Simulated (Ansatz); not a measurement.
**GaN: stress in a strained cell**

GaN is deformed so: zz strain of +2 %. What stress and forces result, by LAPW, PAW and all-electron datasets made for the crystal?

Computed with Ansatz 0.2.0 (DFT PBE, scalar-relativistic, unless a step's input says otherwise).

### 1 The starting structure

The structure is cubic, space group Fm-3m (No. 225). The conventional cell has a = 3.985 Å, b = 3.985 Å, c = 3.985 Å, α = 90.00°, β = 90.00°, γ = 90.00°. Ga (site symmetry m-3m) has 6 N at 1.99 Å as nearest neighbours. N (site symmetry m-3m) has 6 Ga at 1.99 Å as nearest neighbours.

Coordinates:

```
Ga N
1.0
     0.00000    1.99250    1.99250
     1.99250    0.00000    1.99250
     1.99250    1.99250    0.00000
Ga N
1 1
Direct
  0.50000 0.50000 0.50000
  0.00000 0.00000 0.00000
```

Atoms are numbered in the order of the input: Ga1, N2.

### 2 The deformed structure

Space group Fm-3m before, I4/mmm after.

### 3 Full-potential LAPW

Input file input.yaml:

```yaml
crystal:
  lattice:
    - [0.0, 1.9925, 2.03235]
    - [1.9925, 0.0, 2.03235]
    - [1.9925, 1.9925, 0.0]
  atoms:
    - { symbol: Ga, position: [0.5, 0.5, 0.5] }
    - { symbol: "N", position: [0.0, 0.0, 0.0] }
kpoints:
  mp_grid: { grid: [13, 13, 13] }
  band_path:
    path:
      - [0.0, 0.0, 0.0]
      - [0.0, 0.5, 0.5]
      - [0.25, 0.75, 0.5]
      - [0.0, 0.5, 0.0]
      - [0.0, 0.0, 0.0]
      - [0.5, 0.5, 0.0]
      - [0.3701460977, 0.6298539023, 0.0]
      - [-0.3701460977, 0.3701460977, 0.0]
      - [0.0, 0.0, 0.0]
    npoints: 5
scf:
  occupations: { method: fermi_dirac, width: 0.02 }
hamiltonian:
  xc: pbe
  pseudopotentials: { kind: all_electron, lapw: { basis_error: 0.001 } }
output:
  forces: true
  stress: true
  eigenvalues: true
```

Run with:

```
$ ansatz run input.yaml --threads 1 --pin off --max-ram 3072MiB --backend cpu --events-out ev --progress --plain --runs-dir out
```

The log of the run, shortened:

```text
LAPW: plane waves up to 10.288 Å⁻¹, error target 1.0e-3 eV per atom; small_component_spin mean_spin; N in spheres of 0.877 Å, 7 of its electrons in bands, Dirac shells []; Ga in spheres of 1.115 Å, 21 of its electrons in bands, Dirac shells []
[...]
Pseudopotentials: kind: all_electron
Pseudopotential: Ga, LAPW, valence charge 21, Koelling and Harmon's equation, gaussian nucleus
Pseudopotential: N, LAPW, valence charge 7, Koelling and Harmon's equation, gaussian nucleus
Functional definition: PBE
[...]
Crystal: 2 atoms, lattice volume = 16.137 Å³
Basis set: ecut = 403.23487738806654 eV, 291 PW (Γ), exchange–correlation at level 2
Bands: 18, of which v1, the nominal top of the filled ones, is band 14 counted from 1 (13 counted from 0)
Symmetry: 16 space group operations
Space group: I4/mmm (ITA 139), of the structure as read, at distance tolerance 2.5e-5 Å
k-points: 196 of 2197
[...]
SCF iter   1: F=—  HF=-54391.426516 eV  |F-HF|=—  |Δ(HF+E_count)|=         —  Δρ=1.60e-1  dr2=4.29e0  ethr=1.53e-2  ⟨swp⟩=2.0  Hψ=22814  notcnv=0
[...]
the basis was enlarged: its passes take 151.3 KiB over the memory plan, 1 of 1 planned eigensolver slots
[...]
SCF iter   7: F=-54389.394359 eV  HF=-54389.394359 eV  |F-HF|=2.15e-9  |Δ(HF+E_count)|=   8.58e-7  Δρ=1.29e-5  dr2=1.22e-8  ethr=4.24e-9  ⟨swp⟩=3.0  Hψ=10385  notcnv=0
[...]
NSCF: frozen V_eff on 41 k-points
SCF converged after 7 iterations
Free energy (F): -54389.394359 eV
[...]
E sigma→0 (E₀):  -54389.394359 eV
Fermi energy:    19.558534 eV
[...]
--- Forces (eV/Å), atoms counted from 1 ---
  atom   1  Ga     0.00000000     0.00000000     0.00000000
  atom   2  N     -0.00000000    -0.00000000     0.00000000
[...]
--- Stress (GPa, compression-positive) ---
       63.074672       0.000000       0.000000
        0.000000      63.074672       0.000000
        0.000000       0.000000      53.785747
  P = ⅓ Tr σ = 59.9784 GPa (599.784 kbar)
--- Band table (eV; the first three rows and the last of 196) ---
  k-point 0: bands = ["-356.2496", "-124.0515", "-74.8168", "-74.7967", "-74.7967", "-0.3249", "4.5504", "4.5735", "4.5735", "4.6924", "4.7240", "17.8974", "17.8974", "18.0747", "22.8729", "34.0920", "34.2510", "34.2510"]
[...]
```

It took 33 s on 1 thread of Arm Neoverse V1, shared host; peak memory 0.54 GiB.

In short: pressure 59.98 GPa; gap 1.55 eV.

### 4 Frozen-core PAW

Input file input.yaml:

```yaml
crystal:
  lattice:
    - [0.0, 1.9925, 2.03235]
    - [1.9925, 0.0, 2.03235]
    - [1.9925, 1.9925, 0.0]
  atoms:
    - { symbol: Ga, position: [0.5, 0.5, 0.5] }
    - { symbol: "N", position: [0.0, 0.0, 0.0] }
kpoints:
  mp_grid: { grid: [13, 13, 13] }
scf:
  occupations: { method: fermi_dirac, width: 0.02 }
hamiltonian:
  xc: pbe
  pseudopotentials: { kind: paw }
output:
  forces: true
  stress: true
  eigenvalues: true
  efg: { contact_densities: true }
```

Run with:

```
$ ansatz run input.yaml --threads 1 --pin off --max-ram 3072MiB --backend cpu --events-out ev --progress --plain --runs-dir out
```

The log of the run, shortened:

```text
[...]
Pseudopotentials: kind: paw
Pseudopotential: Ga, paw, valence charge 13, recommended cutoff 420 eV (normal)
Pseudopotential: N, paw, valence charge 5, recommended cutoff 420 eV (normal)
[... 1 set-up line as earlier in the session ...]
[...]
Crystal: 2 atoms, lattice volume = 16.137 Å³
Basis set: ecut = 420 eV, 331 PW (Γ), exchange–correlation on 40×40×40 points (8 copies of the dense FFT grid, shifted against one another)
Bands: 13, of which v1, the nominal top of the filled ones, is band 9 counted from 1 (8 counted from 0)
[... 2 set-up lines as earlier in the session ...]
k-points: 196 of 2197
[...]
SCF iter   1: F=—  HF=-4166.438568 eV  |F-HF|=—  |Δ(HF+E_count)|=         —  Δρ=3.15e-3  dr2=1.16e-3  ethr=1.77e-3  ⟨swp⟩=4.6  Hψ=13082  notcnv=0
[...]
Fermi energy:    17.065534 eV
[...]
--- Forces (eV/Å), atoms counted from 1 ---
  atom   1  Ga     0.00000000     0.00000000    -0.00000000
  atom   2  N     -0.00000000     0.00000000    -0.00000000
[...]
--- Stress (GPa, compression-positive) ---
       63.099140       0.000000       0.000000
        0.000000      63.099140      -0.000000
        0.000000       0.000000      53.768959
  P = ⅓ Tr σ = 59.9891 GPa (599.891 kbar)
--- PAW observables at the nuclei: V_zz in 10²¹ V/m², potentials from the cell's mean, atoms counted from 1 ---
  atom   1  Ga V_zz =    +2.024933   η = 0.0000   by run symmetry: allowed
            electrostatic potential = -4141.320307 V   contact ρ = 187389.213778 e/Å³
  atom   2  N  V_zz =    -0.077755   η = 0.0000   by run symmetry: allowed
            electrostatic potential = -525.579276 V   contact ρ = 1413.942938 e/Å³
--- Band table (eV; the first three rows and the last of 196) ---
  k-point 0: bands = ["-2.8183", "2.0796", "2.1019", "2.1019", "2.2196", "2.2524", "15.3997", "15.3997", "15.5766", "20.3540", "31.6124", "31.7704", "31.7704"]
[...]
```

Wall time 4.2 s (1 thread of Arm Neoverse V1, shared host); peak memory 0.36 GiB.

In short: pressure 59.99 GPa; gap on the k mesh 1.65 eV (an odd mesh misses the zone boundary); Vzz Ga1 2.02 (η = 0.00), N2 -0.08 (η = 0.00) (10²¹ V/m²).

### 5 All-electron PAW on datasets made for the crystal

Changes to input.yaml since step 4:

```diff
@@ -14,3 +14,3 @@
   xc: pbe
-  pseudopotentials: { kind: paw }
+  pseudopotentials: { kind: all_electron, datasets: crystal }
 output:
```

Run with:

```
$ ansatz run input.yaml --threads 1 --pin off --max-ram 3072MiB --backend cpu --events-out ev --progress --plain --runs-dir out
```

The log of the run:

```text
hamiltonian.pseudopotentials.datasets: crystal makes datasets for this crystal and solves the spheres of its atoms anew in each pass: cutoff 460.0 eV, the density's 1840.0 eV; for an error of 0.50 meV an atom under PBE, 1.0 meV for the cell; an energy difference from a run of another recipe may be off by several times the error for the cell, under r2SCAN by more, where some 0.1 meV an atom stays at smaller errors; N in spheres of 0.894 Å, 5 of its electrons in bands; Ga in spheres of 1.095 Å, 13 of its electrons in bands, 8 on its site; only band paths and densities of states list, in semicore columns, the levels of the semicore shells that are solved separately: 3s of Ga, 3p of Ga
Engine: ansatz 0.2.0
[... 1 set-up line as earlier in the session ...]
Pseudopotential: Ga, paw, valence charge 21, recommended cutoff 460 eV (normal), Koelling and Harmon's equation, gaussian nucleus
Pseudopotential: N, paw, valence charge 5, recommended cutoff 460 eV (normal), Koelling and Harmon's equation, gaussian nucleus
[... 1 set-up line as earlier in the session ...]
  parameter kappa = 0.804
  parameter beta = 0.06672455060314922
  exchange = pbe_x(kappa = kappa, mu = beta*pi^2/3)
  correlation = pbe_c(beta = beta)
Crystal: 2 atoms, lattice volume = 16.137 Å³
Basis set: ecut = 460 eV, 339 PW (Γ), exchange–correlation on 40×40×40 points (8 copies of the dense FFT grid, shifted against one another)
Bands: 13, of which v1, the nominal top of the filled ones, is band 9 counted from 1 (8 counted from 0)
[... 2 set-up lines as earlier in the session ...]
k-points: 196 of 2197
Non-local potential: Ga, projectors of the file, l = 0: 1, l = 1: 1, l = 2: 2
Non-local potential: N, projectors of the file, l = 0: 1, l = 1: 1
PAW form: soft (Blöchl's): semilocal exchange-correlation on the pseudo side does not see the compensation charge
PAW one-centre angular grid: Ga, 590 points (default); XC on its mesh's 1841 points in the sphere
PAW one-centre angular grid: N, 110 points (default); XC on its mesh's 1919 points in the sphere
Initial density: superposition of atomic densities (neutral atoms: chi_scale 0, normalization atom)
Initial wavefunctions: pseudopotential atomic-orbital guess
Functional: x = pbe(κ = 0.804, μ = 0.2195149727645171), c = pbe(β = 0.06672455060314922)
iter 1 solved again at ethr=3.35e-2 eV; its pass at ethr=1.00e-1 eV (dr2=6.03e0 eV) is discarded
SCF iter   1: F=—  HF=-54391.237478 eV  |F-HF|=—  |Δ(HF+E_count)|=         —  Δρ=1.98e-1  dr2=6.41e0  ethr=3.35e-2  ⟨swp⟩=2.0  Hψ=12261  notcnv=0
preconditioner: auto → none  [insulator: Δε(μ)=4.036 eV  Ē_g=20.144 eV  σ=0.020 eV  W_gap=1.00  n_scr=8 (ndim 8)  ℏωp=39.2 eV  f_vac=0.000  D(μ)=0.00/eV (n_scr^D=0)  ε∞_Penn≈4.8]
SCF iter   2: F=—  HF=-54389.573084 eV  |F-HF|=—  |Δ(HF+E_count)|=    1.66e0  Δρ=8.16e-2  dr2=6.18e-1  ethr=3.35e-2  ⟨swp⟩=3.0  Hψ=6429  notcnv=0
iter 3 solved again at ethr=1.84e-4 eV; its pass at ethr=3.43e-3 eV (dr2=3.31e-2 eV) is discarded
SCF iter   3: F=—  HF=-54389.383329 eV  |F-HF|=—  |Δ(HF+E_count)|=   1.90e-1  Δρ=2.00e-2  dr2=3.33e-2  ethr=1.84e-4  ⟨swp⟩=2.0  Hψ=11723  notcnv=0  defer=1
SCF iter   4: F=—  HF=-54389.399567 eV  |F-HF|=—  |Δ(HF+E_count)|=   1.62e-2  Δρ=7.16e-3  dr2=3.94e-3  ethr=1.84e-4  ⟨swp⟩=3.0  Hψ=6300  notcnv=0
SCF iter   5: F=—  HF=-54389.394126 eV  |F-HF|=—  |Δ(HF+E_count)|=   5.44e-3  Δρ=1.34e-3  dr2=1.40e-4  ethr=2.19e-5  ⟨swp⟩=3.0  Hψ=6413  notcnv=0
SCF iter   6: F=—  HF=-54389.394827 eV  |F-HF|=—  |Δ(HF+E_count)|=   7.01e-4  Δρ=5.27e-4  dr2=1.58e-5  ethr=7.77e-7  ⟨swp⟩=3.0  Hψ=6424  notcnv=0
SCF iter   7: F=—  HF=-54389.394827 eV  |F-HF|=—  |Δ(HF+E_count)|=   8.55e-7  Δρ=6.58e-5  dr2=4.96e-7  ethr=8.79e-8  ⟨swp⟩=3.0  Hψ=4721  notcnv=0
SCF iter   8: F=-54389.394827 eV  HF=-54389.394827 eV  |F-HF|=1.14e-9  |Δ(HF+E_count)|=   2.59e-8  Δρ=8.21e-6  dr2=4.10e-9  ethr=2.75e-9  ⟨swp⟩=3.0  Hψ=5837  notcnv=0
SCF 1 converged in 8 iterations: F = -54389.394828 eV  dr2 = 4.10e-9
  Residual-converged pass: ⟨swp⟩=2.8  Hψ=4604  notcnv=0  max |occ|·‖R‖ = 5.3e-6 eV (tolerance 5.3e-6 eV)  dr2=4.10e-9  dr2_onsite=1.04e-8  max |Δocc| = 0.0e0
SCF converged after 8 iterations
Free energy (F): -54389.394828 eV
Harris-Foulkes:  -54389.394828 eV  (|F-HF|=1.14e-9)
Internal energy: -54389.394828 eV  (E = F + TS)
E sigma→0 (E₀):  -54389.394828 eV
Past the cutoff: the bands carry plane waves up to 1.75 times it, of which those up to 1.5 times it add -0.000163 eV an atom, each by itself; the spheres take 0.000136 eV an atom off the energy for waves past 1.75 times it
By the cutoff:   a pressure is off by up to 0.008 GPa (1.2 times the spheres' own share and the shells' term, over an atom's volume, and 0.004 GPa: a bound that held against runs at twice the plane waves)
Past the cutoffs: a stress includes 0.0058 GPa for waves and charges beyond them, in addition to the slope of what the spheres take
In the spheres:  the bands' charges fall short by 2.1e-6 e at most (sound up to 1e-3), those of shells solved beside the bands by 2.1e-8 e (sound up to 5e-4)
Fermi energy:    19.558498 eV
--- Per-component energies (eV) ---
  The terms above E_closure are by the made datasets' own strengths, without shells solved beside the bands.
--- Forces (eV/Å), atoms counted from 1 ---
  atom   1  Ga     0.00000000    -0.00000000     0.00000000
  atom   2  N     -0.00000000     0.00000000     0.00000000
  max |Σ_I F_I| component: 2.21e-29 eV/Å
--- Stress (GPa, compression-positive) ---
       63.070066       0.000000       0.000000
        0.000000      63.070066       0.000000
        0.000000       0.000000      53.784092
  P = ⅓ Tr σ = 59.9747 GPa (599.747 kbar)
  It holds what live shells' own plane waves past their cutoff add
--- PAW observables at the nuclei: V_zz in 10²¹ V/m², potentials from the cell's mean, atoms counted from 1 ---
  atom   1  Ga V_zz =    +2.024665   η = 0.0000   by run symmetry: allowed
            electrostatic potential = -4141.022807 V   contact ρ = 187458.826501 e/Å³
  atom   2  N  V_zz =    -0.063011   η = 0.0000   by run symmetry: allowed
            electrostatic potential = -525.584016 V   contact ρ = 1414.184560 e/Å³
--- Band table (eV; the first three rows and the last of 196) ---
  k-point 0: bands = ["-0.3249", "4.5502", "4.5737", "4.5737", "4.6927", "4.7237", "17.8972", "17.8972", "18.0746", "22.8730", "34.0920"]
  k-point 1: bands = ["-0.1901", "4.5504", "4.5733", "4.5834", "4.6800", "4.7071", "17.2735", "17.9288", "18.0436", "23.3851", "32.3451"]
  k-point 2: bands = ["0.2077", "4.5282", "4.5590", "4.5799", "4.6801", "4.6920", "15.7814", "18.0202", "18.0901", "24.3353", "30.5320"]
  k-point 195: bands = ["2.0150", "4.2832", "4.8465", "4.9526", "4.9787", "7.8368", "10.3300", "14.5834", "15.2151", "20.9802", "27.0615"]
```

It took 20 s on 1 thread of Arm Neoverse V1, shared host; peak memory 0.64 GiB.

This run gives: pressure 59.97 GPa; gap on the k mesh 1.66 eV (an odd mesh misses the zone boundary); Vzz Ga1 2.02 (η = 0.00), N2 -0.06 (η = 0.00) (10²¹ V/m²).

### 6 Side by side

Stress (GPa, compression positive):

| method | xx | yy | zz | yz | xz | xy |
| --- | --- | --- | --- | --- | --- | --- |
| LAPW | 63.07 | 63.07 | 53.79 | 0.00 | 0.00 | 0.00 |
| PAW | 63.10 | 63.10 | 53.77 | 0.00 | 0.00 | 0.00 |
| crystal datasets | 63.07 | 63.07 | 53.78 | 0.00 | 0.00 | 0.00 |

| method | pressure (GPa) | gap on the k mesh (eV) | Vzz Ga1 (10²¹ V/m²) | Vzz N2 (10²¹ V/m²) | SCF cycles, all passes |
| --- | --- | --- | --- | --- | --- |
| LAPW | 59.98 | 1.66 | – | – | 7 |
| PAW | 59.99 | 1.65 | 2.02 | -0.08 | 6 |
| crystal datasets | 59.97 | 1.66 | 2.02 | -0.06 | 8 |

### 7 What came out

| quantity | value |
| --- | --- |
| pressure | LAPW 59.98, PAW 59.99, crystal datasets 59.97 GPa |
| largest shear or deviatoric stress (LAPW) | 6.19 GPa |

The largest part of the stress beyond the pressure is 6.19 GPa in size, in the zz component; the atoms are carried along and not relaxed. No run of the undeformed cell stands beside it, so the pressure holds what the given cell had before the change. PAW: stress within 0.02 GPa of LAPW. Crystal datasets: stress within 0.01 GPa of LAPW.
